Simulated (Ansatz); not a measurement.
**TiSi2: enthalpy against pressure**

TiSi2, Fddd, a = 4.762 Å, b = 8.182 Å, c = 8.496 Å. Ansatz: PBEsol, PAW, 420 eV, Γ-centred 10×10×10 mesh on 6 atoms, Gaussian smearing 0.10 eV; no spin polarisation. Cell and atoms are relaxed at each pressure, and no other structure is tried, so the rows at high pressure may lie past a change of phase. y is the enthalpy over the state at zero pressure; there V0 = 13.792 Å³/atom. The pressures are the targets, met within 0.02 GPa.

| P (GPa) | y (eV/atom) |
| --- | --- |
| -3.0 | -0.2609 |
| 0.0 | 0.0000 |
| 3.0 | 0.2558 |
| 8.0 | 0.6719 |
| 15.0 | 1.2361 |
| 30.0 | ? |
| 60.0 | 4.5116 |

Fit y = c1 P + c2 P² + c3 P³ to the other rows, say what c1 and c2 mean, and predict the missing value.

Least squares on the rows shown. y = 0.086059 P − 0.00026506 P² + 1.3994×10⁻⁶ P³. Since dH/dP = V, c1 is V0: 0.086059 eV/GPa × 160.2 = 13.787 Å³ against 13.792; c2 = −V0/(2B0) gives B0 = 162 GPa, where a Birch–Murnaghan fit to the volumes of the same runs (not shown) gives 151 GPa: a cubic over this range folds the higher terms into c2. At P = 30.0 the fit asked for gives 2.3810 eV/atom. The run gave 2.3865 eV/atom, so the fit is 0.0055 eV/atom too low, 0.12 % of the span of the series, against an rms of 0.0002 eV/atom on the fitted rows. With a term in P⁴ added, a fit to the same known rows predicts 2.3888 eV/atom, a smaller miss on the other side.